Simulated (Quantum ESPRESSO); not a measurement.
The system is AlRu.

```
Ru Al
1.0
     2.99160    0.00000    0.00000
     0.00000    2.99160    0.00000
     0.00000    0.00000    2.99160
Ru Al
1 1
Direct
  0.50000 0.50000 0.50000
  0.00000 0.00000 0.00000
```

| Property | Result |
| --- | --- |
| Program | Quantum ESPRESSO 7.5 |
| Task | phonons |
| Functional | PBE |
| Potentials or basis | Ansatz NC SR PBE |
| Cutoff | 1143 eV |
| Density cutoff | 4572 eV |
| k mesh | 9 × 9 × 9 |
| Occupations | cold, width 0.2 eV |
| Spin | no spin polarisation |
| Mixing beta | 0.5 |
| Most SCF iterations | 120 |
| SCF threshold | 4e-10 Ry |

Q: What is the highest optical frequency at the zone centre?

A: 317 cm⁻¹, a mode of symmetry T1u (IR).

Optical modes at Γ, degenerate ones joined:
| cm⁻¹ | components | symmetry | active in |
| --- | --- | --- | --- |
| 317 | 3 | T1u | IR |

Caveat: the mesh is thin for the phonons of a metal.
